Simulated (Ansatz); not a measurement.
`[SiH3][S][GeH3]` + `F[C](F)F`• → `[SiH2][S][GeH3]`• + `FC(F)F` at 700 K and 1 bar (hydrogen abstraction from the Si–H bond).

Computed with Ansatz on PBE0-D4/def2-TZVP structures; ΔE is electronic, products minus reactants. CCSD(T)/CBS is the MP2 limit (def2-TZVPP, def2-QZVPP) plus CCSD(T) − MP2 in def2-TZVPP, frozen cores. This one scheme is used for every species. Open shells (•) are unrestricted, without spin–orbit coupling. For Ge outer-core shells are correlated without core-valence functions, which leaves a few kJ/mol of doubt a bond. Scalar relativity is left out up to krypton.

```json
{"species": "`[SiH3][S][GeH3]`", "CCSD(T)/CBS energy (Eh)": "-2766.60510", "H − E (kJ/mol)": "204.4", "S (J/(mol·K))": "460.0"}
{"species": "`F[C](F)F`•", "CCSD(T)/CBS energy (Eh)": "-337.34656", "H − E (kJ/mol)": "68.7", "S (J/(mol·K))": "315.8"}
{"species": "`[SiH2][S][GeH3]`•", "CCSD(T)/CBS energy (Eh)": "-2765.95323", "H − E (kJ/mol)": "175.3", "S (J/(mol·K))": "456.8"}
{"species": "`FC(F)F`", "CCSD(T)/CBS energy (Eh)": "-338.02896", "H − E (kJ/mol)": "105.5", "S (J/(mol·K))": "315.2"}
```

H − E and S are ideal-gas, rigid-rotor, harmonic terms from PBE0-D4/def2-TZVP, for one conformer and one mirror image of each species, with the whole ground term of open shells counted as degenerate. 1 Eh = 2625.50 kJ/mol, R = 8.31446 J/(mol·K).

Problem. By hand: ΔE, ΔH, ΔS and ΔG.

Solution. ΔE = (-2765.95323) + (-338.02896) − (-2766.60510) − (-337.34656) = -0.03053 Eh = -80.2 kJ/mol. Δ(H − E) = 175.3 + 105.5 − 204.4 − 68.7 = 7.7, so ΔH = -72.5 kJ/mol. ΔS = 456.8 + 315.2 − 460.0 − 315.8 = -3.8 J/(mol·K). ΔG = -72.5 − 700 × (-3.8)/1000 = -69.8 kJ/mol.

Problem. By hand: the equilibrium constant, and the temperature at which ΔG would vanish if ΔH and ΔS stayed fixed.

Solution. log₁₀ K = −ΔG/(RT ln 10) = 5.2. ΔG = 0 at ΔH/ΔS = 19079 K, far beyond where these terms or the molecules hold.

The number of gas molecules stays the same, so ΔS is small and ΔH decides. A doubt of 5 kJ/mol in ΔE shifts log₁₀ K by 0.4 here. Other conformers and mirror images would add mixing entropy, several J/(mol·K) or more a flexible species. Modes under 60 cm⁻¹, often nearly free rotors, make the harmonic entropy too high. These are equilibria of isolated gas molecules and say nothing of rates. Largest T1 diagnostic: 0.014 (customary marks: 0.02 for closed shells, 0.045 for open ones).
